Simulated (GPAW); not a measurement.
A run of GPAW 26.7.0 is set up as follows.

Contents of run.py:

```python
from ase import Atoms
from ase.dft.bandgap import bandgap
from ase.io import write
from ase.units import GPa
from gpaw import GPAW, PW

atoms = Atoms(['Sn', 'Sn', 'O', 'O'],
              cell=[[3.81369522, 0.0, 0.0],
                    [0.0, 3.81369522, 0.0],
                    [0.0, 0.0, 4.8869133]],
              scaled_positions=[[0.5, 0.0, 0.76462614],
                                [0.0, 0.5, 0.23537386],
                                [0.0, 0.0, 0.0],
                                [0.5, 0.5, 0.0]],
              pbc=True)

calc = GPAW(mode=PW(800),
            xc='LDA',
            kpts={'size': (6, 6, 5), 'gamma': True},
            occupations={'name': 'fermi-dirac', 'width': 0.05},
            nbands=33,
            convergence={'density': 1e-05, 'energy': 1e-05},
            maxiter=150,
            txt='gpaw.txt')
atoms.calc = calc
energy = atoms.get_potential_energy()
forces = atoms.get_forces()
stress = atoms.get_stress()
calc.write('gs.gpw')
write('result.traj', atoms)
print(f'Energy: {energy:.6f} eV')
print('Forces (eV/A):')
print(forces.round(4))
print('Stress (GPa):', (stress / GPa).round(3))
print('Fermi level:', round(calc.get_fermi_level(), 4), 'eV')
print(f'Gap: {bandgap(calc)[0]:.4f} eV, direct: {bandgap(calc, direct=True)[0]:.4f} eV')

path = atoms.cell.bandpath('GXMGZRAZ,XR,MA', npoints=80, eps=1e-4)
bs_calc = calc.fixed_density(kpts=path, symmetry='off', nbands=50,
                             convergence={'bands': 'CBM+6.0', 'eigenstates': 1e-6}, txt='bands.txt')
bs = bs_calc.band_structure()
bs.write('bs.json')
print(f'Gap on the path: {bandgap(bs_calc)[0]:.4f} eV')
```

Potentials or basis: the program's PAW data sets (release 1.2.1) made for this functional, pw.

Launch:

```sh
$ OMP_NUM_THREADS=1 python run.py
```

(1) Estimate the band gap along the path.

(2) Predict the band gap on the k mesh.

(3) What does it give for the largest force?

Answers

(1) 0.21 eV, indirect (least direct gap 1.96 eV).

(2) 0.23 eV, indirect (least direct gap 2.01 eV).

(3) 0.296 eV/Å.

Caveat: spin-orbit coupling is left out, which moves the levels of the heavy elements.
